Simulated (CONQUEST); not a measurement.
TePb:

```
CELL_PARAMETERS angstrom
4.56932 0.00000 0.00000
0.00000 4.56932 0.00000
0.00000 0.00000 6.46200
ATOMIC_POSITIONS crystal
Pb 0.00000 0.00000 0.00000
Pb 0.50000 0.50000 0.50000
Te 0.00000 0.00000 0.50000
Te 0.50000 0.50000 0.00000
```

Base run:

```yaml
Program: CONQUEST 1.3
Functional: PBE
Potentials_or_basis: PseudoDojo NC PBE, SZ, grid cutoff 120 Ha
k_mesh: 6 × 6 × 4
Occupations: fermi-dirac, width 0.05 eV
Spin: no spin polarisation
```

Its results: band gap on the k mesh 0.93 eV; pressure 5.6 GPa.

Task: The run is repeated on the same cell with these changes: potentials or basis from PseudoDojo NC PBE, SZ, grid cutoff 120 Ha to PseudoDojo NC PBE, DZP, grid cutoff 120 Ha. What comes out?

Result: Band gap on the k mesh 0.81 eV; pressure 2.4 GPa.

Caveats: spin-orbit coupling is left out, which as a rule narrows the gap of such compounds by several tenths of an eV; the basis of atomic orbitals isn't converged, which shifts pressures, moduli and gaps; the real-space grid breaks the cell's symmetry a little; the atomic basis is small (some runs); the box holds several primitive cells, so bands are folded and the points are those of the box's own zone (some runs).

A k mesh can miss the band edges.
